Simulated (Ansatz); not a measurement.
Calculation for As (omega type): DFT, PBE, PAW with Ansatz's default frozen-core files, scalar-relativistic (Ansatz 0.2.0). This run: cell relaxed at zero pressure.

The start is a guessed cell of a prototype that needn't be stable.

Command: `ansatz run input.yaml --threads 1 --pin off --max-ram 3072MiB --backend cpu --events-out ev --progress --plain --runs-dir out` It took 24 s on 1 thread of Arm Neoverse V2, with other jobs on the host, peak memory 0.36 GiB.

```yaml
crystal:
  lattice:
    - [4.7349730502, 0.0, 0.0]
    - [-2.3674865251, 4.1006069477, 0.0]
    - [0.0, 0.0, 2.9356832911]
  atoms:
    - { symbol: As, position: [0.0, 0.0, 0.0] }
    - { symbol: As, position: [0.3333333333, 0.6666666667, 0.5] }
    - { symbol: As, position: [0.6666666667, 0.3333333333, 0.5] }
kpoints:
  mp_grid: { grid: [8, 8, 10] }
scf:
  occupations: { method: fermi_dirac, width: 0.1 }
hamiltonian:
  xc: pbe
  pseudopotentials: { kind: paw }
output:
  forces: true
  stress: true
relax:
  f_tol: 0.005
  max_steps: 40
  cell: {}
```

Output:

```
Engine: ansatz 0.2.0
Pseudopotentials: kind: paw
Pseudopotential: As, paw, valence charge 15, recommended cutoff 420 eV (normal), As.paw.azcp
Functional definition: PBE
  parameter kappa = 0.804
  parameter beta = 0.06672455060314922
  exchange = pbe_x(kappa = kappa, mu = beta*pi^2/3)
  correlation = pbe_c(beta = beta)
Crystal: 3 atoms, lattice volume = 57.000 Å³
Basis set: ecut = 420 eV, 1119 PW (Γ), exchange–correlation on 64×64×40 points (8 copies of the dense FFT grid, shifted against one another)
Bands: 27, of which v1, the nominal top of the filled ones, is band 23 counted from 1 (22 counted from 0)
Symmetry: 24 space group operations
Space group: P6/mmm (ITA 191), of the structure as read, at distance tolerance 3.8e-5 Å
k-points: 60 of 640
Non-local potential: As, projectors of the file, l = 0: 2, l = 1: 2, l = 2: 3, l = 3: 1
PAW form: soft (Blöchl's): semilocal exchange-correlation on the pseudo side does not see the compensation charge
PAW one-centre angular grid: As, 590 points (default); XC on 64 Gauss nodes
Initial density: superposition of atomic densities (neutral atoms: chi_scale 0, normalization atom), corrected by the library's trained network
Initial wavefunctions: pseudopotential atomic-orbital guess
Functional: x = pbe(κ = 0.804, μ = 0.2195149727645171), c = pbe(β = 0.06672455060314922)
SCF iter   1: F=—  HF=-14567.034700 eV  |F-HF|=—  |Δ(HF+E_count)|=         —  Δρ=2.16e-3  dr2=3.53e-3  ethr=1.77e-3  ⟨swp⟩=5.8  Hψ=13835  notcnv=0  defer=8
automatic band count: the SCF goes on with 31 bands, as 27 were too few: the levels above may hold too much charge
preconditioner: auto → none  [metal: Δε(μ)=0.091 eV  Ē_g=11.892 eV  σ=0.100 eV  W_gap=0.22  n_scr=8 (ndim 8)  ℏωp=19.0 eV  f_vac=0.000  D(μ)=1.67/eV (n_scr^D=8)  sad-step TF]
SCF iter   2: F=—  HF=-14567.034688 eV  |F-HF|=—  |Δ(HF+E_count)|=   1.28e-5  Δρ=1.48e-3  dr2=2.08e-3  ethr=7.84e-6  ⟨swp⟩=1.1  Hψ=2356  notcnv=0  defer=8
SCF iter   3: F=—  HF=-14567.034695 eV  |F-HF|=—  |Δ(HF+E_count)|=   7.70e-6  Δρ=3.01e-4  dr2=6.83e-5  ethr=4.63e-6  ⟨swp⟩=2.6  Hψ=2350  notcnv=0  defer=8
SCF iter   4: F=—  HF=-14567.034615 eV  |F-HF|=—  |Δ(HF+E_count)|=   8.08e-5  Δρ=1.57e-4  dr2=9.53e-6  ethr=1.52e-7  ⟨swp⟩=2.0  Hψ=3117  notcnv=0  defer=8
SCF iter   5: F=—  HF=-14567.034634 eV  |F-HF|=—  |Δ(HF+E_count)|=   1.91e-5  Δρ=2.56e-5  dr2=3.94e-7  ethr=2.12e-8  ⟨swp⟩=2.0  Hψ=2230  notcnv=0  defer=8
SCF iter   6: F=-14567.034633 eV  HF=-14567.034633 eV  |F-HF|=2.51e-8  |Δ(HF+E_count)|=   2.52e-7  Δρ=6.41e-6  dr2=1.80e-8  ethr=2.22e-10  ⟨swp⟩=4.0  Hψ=5828  notcnv=0
SCF 1 converged in 6 iterations: F = -14567.034633 eV  dr2 = 1.80e-8
  greatest PAW one-centre occupation: 0.999 electrons in one spin orbital (limit 2), on the As atom at site 2 (counted from 0), in its partial waves of l = 2
relax step   1: F+E_penalty+E_count = -14567.03463338 eV  Δ(F+E_penalty+E_count) = +0.000e0 eV  max|allowed force component| = 4.086e-17 eV/Å  Δτ_max = 0.0000 Å  P = +1.640 GPa  Ω = 57.000 Å³  (6 SCF iters, dr2 threshold 1.00e-7 eV, accepted)
Crystal: 3 atoms, lattice volume = 58.300 Å³
Basis set: ecut = 420 eV, 1143 PW (Γ), exchange–correlation on 64×64×40 points (8 copies of the dense FFT grid, shifted against one another)
Bands: 31, of which v1, the nominal top of the filled ones, is band 23 counted from 1 (22 counted from 0)
Initial density: handed on by an earlier stage of this run
Initial wavefunctions: those handed on with the density
iter 1 solved again at ethr=4.58e-6 eV; its pass at ethr=3.10e-3 eV (dr2=2.06e-3 eV) is discarded
SCF iter   1: F=—  HF=-14567.100315 eV  |F-HF|=—  |Δ(HF+E_count)|=         —  Δρ=1.92e-3  dr2=2.44e-3  ethr=4.58e-6  ⟨swp⟩=2.0  Hψ=11072  notcnv=0
preconditioner: auto → Kerker (q_TF=auto, 2.613 Å⁻¹)  [metal: Δε(μ)=0.089 eV  Ē_g=11.769 eV  σ=0.100 eV  W_gap=0.22  n_scr=14 (ndim 8)  ℏωp=18.8 eV  f_vac=0.000  D(μ)=1.58/eV (n_scr^D=6)]
SCF iter   2: F=—  HF=-14567.100009 eV  |F-HF|=—  |Δ(HF+E_count)|=   3.05e-4  Δρ=1.21e-3  dr2=9.35e-4  ethr=4.58e-6  ⟨swp⟩=1.0  Hψ=1860  notcnv=0
SCF iter   3: F=—  HF=-14567.099831 eV  |F-HF|=—  |Δ(HF+E_count)|=   1.78e-4  Δρ=1.65e-4  dr2=1.30e-5  ethr=2.08e-6  ⟨swp⟩=2.0  Hψ=2291  notcnv=0
SCF iter   4: F=—  HF=-14567.099840 eV  |F-HF|=—  |Δ(HF+E_count)|=   8.97e-6  Δρ=8.28e-5  dr2=4.24e-6  ethr=2.90e-8  ⟨swp⟩=2.0  Hψ=2659  notcnv=0
SCF iter   5: F=—  HF=-14567.099840 eV  |F-HF|=—  |Δ(HF+E_count)|=   3.06e-7  Δρ=2.56e-5  dr2=3.27e-7  ethr=9.42e-9  ⟨swp⟩=2.1  Hψ=2353  notcnv=0
SCF iter   6: F=-14567.099840 eV  HF=-14567.099840 eV  |F-HF|=2.26e-8  |Δ(HF+E_count)|=   7.00e-8  Δρ=6.45e-6  dr2=2.35e-8  ethr=6.67e-10  ⟨swp⟩=4.0  Hψ=6191  notcnv=0
SCF 2 converged in 6 iterations: F = -14567.099840 eV  dr2 = 2.35e-8
relax step   2: F+E_penalty+E_count = -14567.09984044 eV  Δ(F+E_penalty+E_count) = -6.521e-2 eV  max|allowed force component| = 1.388e-17 eV/Å  Δτ_max = 0.0000 Å  P = -0.614 GPa  Ω = 58.300 Å³  energy of the carried Pulay correction = -2.084e-4 eV  (6 SCF iters, dr2 threshold 3.00e-7 eV, accepted)
Crystal: 3 atoms, lattice volume = 57.730 Å³
iter 1 solved again at ethr=3.71e-8 eV; its pass at ethr=3.10e-3 eV (dr2=1.67e-5 eV) is discarded
SCF iter   1: F=—  HF=-14567.100607 eV  |F-HF|=—  |Δ(HF+E_count)|=         —  Δρ=1.74e-4  dr2=1.51e-5  ethr=3.71e-8  ⟨swp⟩=3.0  Hψ=10414  notcnv=0
preconditioner: auto → Kerker (q_TF=auto, 2.617 Å⁻¹)  [metal: Δε(μ)=0.104 eV  Ē_g=11.831 eV  σ=0.100 eV  W_gap=0.25  n_scr=14 (ndim 8)  ℏωp=18.9 eV  f_vac=0.000  D(μ)=1.57/eV (n_scr^D=6)]
SCF iter   2: F=—  HF=-14567.100623 eV  |F-HF|=—  |Δ(HF+E_count)|=   1.55e-5  Δρ=1.19e-4  dr2=7.11e-6  ethr=3.36e-8  ⟨swp⟩=2.0  Hψ=2845  notcnv=0
SCF iter   3: F=—  HF=-14567.100625 eV  |F-HF|=—  |Δ(HF+E_count)|=   2.33e-6  Δρ=3.18e-5  dr2=6.21e-7  ethr=1.58e-8  ⟨swp⟩=2.2  Hψ=2686  notcnv=0
SCF iter   4: F=-14567.100625 eV  HF=-14567.100625 eV  |F-HF|=3.63e-8  |Δ(HF+E_count)|=   2.35e-7  Δρ=9.60e-6  dr2=5.67e-8  ethr=6.67e-10  ⟨swp⟩=4.5  Hψ=6347  notcnv=0
SCF 3 converged in 4 iterations: F = -14567.100625 eV  dr2 = 5.67e-8
relax step   3: F+E_penalty+E_count = -14567.10062479 eV  Δ(F+E_penalty+E_count) = -7.843e-4 eV  max|allowed force component| = 3.469e-17 eV/Å  Δτ_max = 0.0000 Å  P = +0.169 GPa  Ω = 57.730 Å³  energy of the carried Pulay correction = -1.185e-4 eV  (4 SCF iters, dr2 threshold 3.00e-7 eV, accepted)
Crystal: 3 atoms, lattice volume = 57.836 Å³
[... lines left out ...]
SCF iter   1: F=—  HF=-14567.100981 eV  |F-HF|=—  |Δ(HF+E_count)|=         —  Δρ=2.42e-5  dr2=3.89e-7  ethr=4.71e-10  ⟨swp⟩=3.0  Hψ=8786  notcnv=0
preconditioner: auto → Kerker (q_TF=auto, 2.616 Å⁻¹)  [metal: Δε(μ)=0.104 eV  Ē_g=11.817 eV  σ=0.100 eV  W_gap=0.25  n_scr=14 (ndim 8)  ℏωp=18.9 eV  f_vac=0.000  D(μ)=1.57/eV (n_scr^D=6)]
SCF iter   2: F=—  HF=-14567.100998 eV  |F-HF|=—  |Δ(HF+E_count)|=   1.68e-5  Δρ=1.48e-5  dr2=1.38e-7  ethr=4.71e-10  ⟨swp⟩=1.1  Hψ=1864  notcnv=0
SCF iter   3: F=-14567.100998 eV  HF=-14567.100998 eV  |F-HF|=5.61e-9  |Δ(HF+E_count)|=   3.00e-8  Δρ=2.51e-6  dr2=3.87e-9  ethr=1.46e-11  ⟨swp⟩=3.0  Hψ=6799  notcnv=0
SCF 6 converged in 3 iterations: F = -14567.100998 eV  dr2 = 3.87e-9
relax step   6: F+E_penalty+E_count = -14567.10099797 eV  Δ(F+E_penalty+E_count) = -5.078e-6 eV  max|allowed force component| = 2.698e-17 eV/Å  Δτ_max = 0.0000 Å  P = -0.005 GPa  Ω = 57.855 Å³  energy of the carried Pulay correction = -3.231e-6 eV  (3 SCF iters, dr2 threshold 6.56e-9 eV, accepted)
iter 1 solved again at ethr=9.80e-9 eV; its pass at ethr=3.10e-3 eV (dr2=4.41e-6 eV) is discarded
SCF iter   1: F=—  HF=-14567.100985 eV  |F-HF|=—  |Δ(HF+E_count)|=         —  Δρ=1.01e-5  dr2=4.99e-9  ethr=9.80e-9  ⟨swp⟩=2.9  Hψ=11673  notcnv=0
SCF iter   2: F=—  HF=-14567.101002 eV  |F-HF|=—  |Δ(HF+E_count)|=   1.71e-5  Δρ=5.21e-6  dr2=1.79e-9  ethr=1.11e-11  ⟨swp⟩=2.0  Hψ=2907  notcnv=0
SCF iter   3: F=—  HF=-14567.101002 eV  |F-HF|=—  |Δ(HF+E_count)|=   6.17e-8  Δρ=2.05e-6  dr2=5.45e-10  ethr=3.98e-12  ⟨swp⟩=1.0  Hψ=1860  notcnv=0
SCF iter   4: F=-14567.101002 eV  HF=-14567.101002 eV  |F-HF|=3.37e-10  |Δ(HF+E_count)|=   9.41e-9  Δρ=3.76e-7  dr2=1.40e-11  ethr=1.00e-12  ⟨swp⟩=4.0  Hψ=8030  notcnv=0
SCF 7 converged in 4 iterations: F = -14567.101002 eV  dr2 = 1.40e-11
relax step   7: F+E_penalty+E_count = -14567.10100199 eV  Δ(F+E_penalty+E_count) = -4.022e-6 eV  max|allowed force component| = 1.850e-17 eV/Å  Δτ_max = 0.0000 Å  P = -0.005 GPa  Ω = 57.855 Å³  stress off target by 8.23e-3 GPa  SCF on the basis re-selected at this cell (its energy is not comparable with the rows above)  (4 SCF iters)
basis re-selected at this cell: Δ(F+E_penalty+E_count) = -4.022e-6 eV, ΔP = -0.000 GPa vs the last step (what re-selecting the basis moved, of the pressure what is left beyond the Pulay correction that the steps carried, after the strain that the cell walked since its last selection, with what the two solves' SCF thresholds leave and, on support functions, any second-order correction that the steps lacked; it is no measure of the basis error at this ecutwfc). This SCF's stress stands 8.23e-3 GPa from its target on what of the cell is left free (relax.cell.stress_tol is 5.00e-2 GPa) and its largest allowed force component is 1.85e-17 eV/Å (relax.f_tol is 5.00e-3 eV/Å): within both
SCF converged after 4 iterations
Free energy (F): -14567.101002 eV
Harris-Foulkes:  -14567.101002 eV  (|F-HF|=3.37e-10)
Internal energy: -14567.048817 eV  (E = F + TS)
E sigma→0 (E₀):  -14567.074909 eV
Entropy (-TS):   -0.052185 eV (-17.395 meV/atom)
Fermi energy:    12.172464 eV
--- Per-component energies (eV) ---
  E_band       = -626.110493
  E_kinetic    = 305.570911
  E_local      = -4405.259453  (includes V_loc(G=0)·N_el)
  E_nonlocal   = -2013.031384
  E_hartree    = 2511.452597
  E_xc         = -237.551928
  E_vxc        = -237.443570  (∫ρ·V_xc dr)
  E_paw        = -5502.339830  (= ΣΔE_a)
  E_vpaw       = 701.147712  (= ΣTr[D̂ρ^β])
  E_aug_tail   = 0.000024  (compensation charges beyond the density's cutoff)
  E_ewald      = -5225.889753
  E_smearing   = -0.052185  (= −TS)
  E_closure    = 0.000000  (closes the sum)
  Σ components = -14567.101002   (vs F -14567.101002, Δ=0.00e0)
--- Forces (eV/Å), atoms counted from 1 ---
  atom   1  As     0.00000000     0.00000000     0.00000000
  atom   2  As     0.00000000    -0.00000000     0.00000000
  atom   3  As     0.00000000     0.00000000    -0.00000000
  max |Σ_I F_I| component: 4.63e-18 eV/Å
--- Stress (GPa, compression-positive) ---
       -0.008229      -0.000000       0.000000
       -0.000000      -0.008229      -0.000000
        0.000000      -0.000000       0.001465
  P = ⅓ Tr σ = -0.0050 GPa (-0.050 kbar)
--- Relaxed structure (5 steps of the walk, 5 accepted, 2 SCFs on fresh bases) ---
  F+E_penalty+E_count = -14567.10100199 eV   max|allowed force component| = 1.850e-17 eV/Å   (the final SCF, on the basis selected at the relaxed cell)
  cell:  # Å, volume = 57.8549 Å³
    - [4.861643928702636, 7.404852298462386e-36, 1.895642188406371e-33]
    - [-2.430821964351318, 4.210307146410865, -7.930871810991571e-19]
    - [7.835321045356482e-34, -5.677824808939691e-19, 2.8264625667935284]
  atoms:
    - { symbol: As, position: [1.7075232210794925e-34, -1.891724305813605e-35, 0.0] }
    - { symbol: As, position: [0.33333333333333337, 0.6666666666666667, 0.5] }
    - { symbol: As, position: [0.6666666666666667, 0.33333333333333337, 0.5] }
```

Next run (the series' base cell), as changes to the input before:

```diff
   lattice:
-    - [4.7349730502, 0.0, 0.0]
-    - [-2.3674865251, 4.1006069477, 0.0]
-    - [0.0, 0.0, 2.9356832911]
+    - [4.8616439287, 0.0, 0.0]
+    - [-2.4308219644, 4.2103071464, 0.0]
+    - [0.0, 0.0, 2.8264625668]
   atoms:
   mp_grid: { grid: [8, 8, 10] }
+  band_path:
+    path:
+      - [0.0, 0.0, 0.0]
+      - [0.5, 0.0, 0.0]
+      - [0.3333333333, 0.3333333333, 0.0]
+      - [0.0, 0.0, 0.0]
+      - [0.0, 0.0, 0.5]
+      - [0.5, 0.0, 0.5]
+      - [0.3333333333, 0.3333333333, 0.5]
+      - [0.0, 0.0, 0.5]
+      - [0.5, 0.0, 0.5]
+    npoints: 8
 scf:
   stress: true
-relax:
-  f_tol: 0.005
-  max_steps: 40
-  cell: {}
+  eigenvalues: true
+  populations: true
+  dos: { projected: true, de: 0.2, e_range: [-14, 8] }
```

Results part of the output:

```
SCF 1 converged in 6 iterations: F = -14567.101002 eV  dr2 = 6.94e-9
  greatest PAW one-centre occupation: 0.999 electrons in one spin orbital (limit 2), on the As atom at site 2 (counted from 0), in its partial waves of l = 2
NSCF: frozen V_eff on 65 k-points
SCF converged after 6 iterations
Free energy (F): -14567.101002 eV
Harris-Foulkes:  -14567.101002 eV  (|F-HF|=2.91e-9)
Internal energy: -14567.048817 eV  (E = F + TS)
E sigma→0 (E₀):  -14567.074909 eV
Entropy (-TS):   -0.052185 eV (-17.395 meV/atom)
Fermi energy:    12.172444 eV
--- Per-component energies (eV) ---
  E_band       = -626.114851
  E_kinetic    = 305.571006
  E_local      = -4405.260726  (includes V_loc(G=0)·N_el)
  E_nonlocal   = -2013.032453
  E_hartree    = 2511.453797
  E_xc         = -237.552013
  E_vxc        = -237.443658  (∫ρ·V_xc dr)
  E_paw        = -5502.338699  (= ΣΔE_a)
  E_vpaw       = 701.147478  (= ΣTr[D̂ρ^β])
  E_aug_tail   = 0.000024  (compensation charges beyond the density's cutoff)
  E_ewald      = -5225.889753
  E_smearing   = -0.052185  (= −TS)
  E_closure    = -0.000000  (closes the sum)
  Σ components = -14567.101002   (vs F -14567.101002, Δ=0.00e0)
--- Forces (eV/Å), atoms counted from 1 ---
  atom   1  As     0.00000000    -0.00000000     0.00000000
  atom   2  As     0.00000000     0.00000000    -0.00000000
  atom   3  As    -0.00000000    -0.00000000     0.00000000
  max |Σ_I F_I| component: 6.94e-18 eV/Å
--- Stress (GPa, compression-positive) ---
       -0.008230       0.000000      -0.000000
        0.000000      -0.008230      -0.000000
       -0.000000      -0.000000       0.001444
  P = ⅓ Tr σ = -0.0050 GPa (-0.050 kbar)
--- Band table (eV; the first three rows and the last of 60) ---
  k-point 0: bands = ["-23.9908", "-23.9723", "-23.9723", "-23.9648", "-23.9501", "-23.9501", "-23.9453", "-23.9453", "-23.9339", "-23.9339", "-23.8956", "-23.8632", "-23.8632", "-23.8536", "-23.8536", "-2.7532", "2.4434", "2.6334", "7.6422", "7.6422", "7.9236", "7.9236", "14.7574", "17.7332", "17.7332", "18.6999", "18.7161", "19.5120", "24.7561", "25.4149", "25.4149"]
  k-point 1: bands = ["-23.9851", "-23.9721", "-23.9721", "-23.9589", "-23.9501", "-23.9501", "-23.9474", "-23.9474", "-23.9354", "-23.9354", "-23.8898", "-23.8628", "-23.8628", "-23.8553", "-23.8553", "-2.5778", "2.5739", "2.7974", "7.7981", "7.7981", "8.1050", "8.1050", "13.0092", "17.3838", "17.3883", "17.6285", "17.6285", "21.6100", "23.9202", "23.9202", "25.1138"]
  k-point 2: bands = ["-23.9716", "-23.9716", "-23.9701", "-23.9529", "-23.9529", "-23.9503", "-23.9503", "-23.9435", "-23.9395", "-23.9395", "-23.8745", "-23.8618", "-23.8618", "-23.8596", "-23.8596", "-2.0561", "2.9211", "3.2809", "8.2489", "8.2489", "8.6450", "8.6450", "10.3903", "14.9091", "14.9380", "17.0984", "17.0984", "21.1949", "21.1949", "23.4987", "23.4987"]
  k-point 59: bands = ["-23.9846", "-23.9678", "-23.9672", "-23.9605", "-23.9593", "-23.9569", "-23.9488", "-23.9339", "-23.9149", "-23.9119", "-23.8717", "-23.8716", "-23.8613", "-23.8608", "-23.8340", "2.3191", "2.8205", "3.0056", "6.2465", "6.6537", "7.3012", "11.1887", "12.7688", "12.7986", "13.4661", "13.7857", "17.3218", "17.7366", "21.4855", "22.3190", "22.3970"]
--- Löwdin populations: 3 sites ---
  site symbol       q [e]
     0     As     14.9869
     1     As     14.9275
     2     As     14.9275
  spilling = 0.003513 (of n_electrons = 45.000000)
```

Next run (shape and atoms relaxed at 0.88 of the base cell's volume), as changes to the input before:

```diff
   lattice:
-    - [4.8616439287, 0.0, 0.0]
-    - [-2.4308219644, 4.2103071464, 0.0]
-    - [0.0, 0.0, 2.8264625668]
+    - [4.6588354516, 0.0, 0.0]
+    - [-2.3294177258, 4.0346698531, 0.0]
+    - [0.0, 0.0, 2.7085537736]
   atoms:
   mp_grid: { grid: [8, 8, 10] }
-  band_path:
-    path:
-      - [0.0, 0.0, 0.0]
-      - [0.5, 0.0, 0.0]
-      - [0.3333333333, 0.3333333333, 0.0]
-      - [0.0, 0.0, 0.0]
-      - [0.0, 0.0, 0.5]
-      - [0.5, 0.0, 0.5]
-      - [0.3333333333, 0.3333333333, 0.5]
-      - [0.0, 0.0, 0.5]
-      - [0.5, 0.0, 0.5]
-    npoints: 8
 scf:
   stress: true
-  eigenvalues: true
-  populations: true
-  dos: { projected: true, de: 0.2, e_range: [-14, 8] }
+relax:
+  f_tol: 0.005
+  max_steps: 30
+  cell: { stress_tol: 0.06, fix: [volume] }
```

Results part of the output:

```
basis re-selected at this cell: Δ(F+E_penalty+E_count) = +8.341e-7 eV, ΔP = +0.000 GPa vs the last step (what re-selecting the basis moved, of the pressure what is left beyond the Pulay correction that the steps carried, after the strain that the cell walked since its last selection, with what the two solves' SCF thresholds leave and, on support functions, any second-order correction that the steps lacked; it is no measure of the basis error at this ecutwfc). This SCF's stress stands 1.89e-2 GPa from its target on what of the cell is left free (relax.cell.stress_tol is 6.00e-2 GPa) and its largest allowed force component is 9.25e-18 eV/Å (relax.f_tol is 5.00e-3 eV/Å): within both
SCF converged after 8 iterations
Free energy (F): -14566.841426 eV
Harris-Foulkes:  -14566.841426 eV  (|F-HF|=1.82e-12)
Internal energy: -14566.795869 eV  (E = F + TS)
E sigma→0 (E₀):  -14566.818648 eV
Entropy (-TS):   -0.045558 eV (-15.186 meV/atom)
Fermi energy:    14.511686 eV
--- Per-component energies (eV) ---
  E_band       = -530.066292
  E_kinetic    = 312.505783
  E_local      = -4050.712010  (includes V_loc(G=0)·N_el)
  E_nonlocal   = -2012.508370
  E_hartree    = 2380.891801
  E_xc         = -240.889558
  E_vxc        = -241.954032  (∫ρ·V_xc dr)
  E_paw        = -5502.675077  (= ΣΔE_a)
  E_vpaw       = 700.818714  (= ΣTr[D̂ρ^β])
  E_aug_tail   = 0.000019  (compensation charges beyond the density's cutoff)
  E_ewald      = -5453.408458
  E_smearing   = -0.045558  (= −TS)
  E_closure    = 0.000000  (closes the sum)
  Σ components = -14566.841426   (vs F -14566.841426, Δ=0.00e0)
--- Forces (eV/Å), atoms counted from 1 ---
  atom   1  As    -0.00000000     0.00000000     0.00000000
  atom   2  As    -0.00000000     0.00000000    -0.00000000
  atom   3  As     0.00000000    -0.00000000     0.00000000
  max |Σ_I F_I| component: 1.16e-18 eV/Å
--- Stress (GPa, compression-positive) ---
       13.421567      -0.000000      -0.000000
       -0.000000      13.421567       0.000000
       -0.000000       0.000000      13.393255
  P = ⅓ Tr σ = 13.4121 GPa (134.121 kbar)
--- Relaxed structure (2 steps of the walk, 2 accepted, 1 SCFs on fresh bases) ---
  F+E_penalty+E_count = -14566.84142644 eV   max|allowed force component| = 9.252e-18 eV/Å   (the final SCF, on the basis selected at the relaxed cell)
  cell:  # Å, volume = 50.9123 Å³
    - [4.657876490985359, 2.5822936967075597e-33, 0.0]
    - [-2.3289382454926795, 4.033839368883639, 2.7954149267264683e-34]
    - [0.0, 1.8766173997385125e-34, 2.7096691589965753]
  atoms:
    - { symbol: As, position: [6.783638149736328e-36, 1.1270648544885191e-35, 0.0] }
    - { symbol: As, position: [0.3333333333333333, 0.6666666666666666, 0.5] }
    - { symbol: As, position: [0.6666666666666666, 0.3333333333333333, 0.5] }
```
